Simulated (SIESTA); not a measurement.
The system is SiC (Moissanite).

```
CELL_PARAMETERS angstrom
3.07600 0.00000 0.00000
-1.53800 2.66389 0.00000
0.00000 0.00000 5.04800
ATOMIC_POSITIONS crystal
Si 0.66667 0.33333 0.50000
Si 0.33333 0.66667 0.00000
C 0.66667 0.33333 0.88500
C 0.33333 0.66667 0.38500
```

Base run:

| Property | Result |
| --- | --- |
| Program | SIESTA 5.4.2 |
| Functional | VV10 |
| Potentials or basis | PseudoDojo 0.4 standard (PBE files) |
| Basis | DZP (energy shift 0.003 Ry) |
| Grid cutoff | 500 Ry |
| Energy shift | 0.003 Ry |
| k mesh | 10 × 10 × 5 |
| Occupations | fermi-dirac, width 0.05 eV |
| Spin | no spin polarisation |

Its results: band gap on the k mesh 2.56 eV, indirect (least direct gap 4.19 eV); pressure 10.8 GPa; largest force 0.851 eV/Å.

Task: The run is repeated on the same cell with these changes: functional from VV10 to vdW-DF. What comes out?

Result: Band gap on the k mesh 2.75 eV, indirect (least direct gap 4.34 eV); pressure 10.6 GPa; largest force 0.855 eV/Å.

Caveats: the potentials were made for another functional, which shifts forces and pressure; an odd mesh through Γ misses points on the zone boundary, where band edges often lie; the basis of atomic orbitals isn't converged, which shifts pressures, moduli and gaps; the non-local part is tabulated coarsely and may be off by about a percent (some runs).
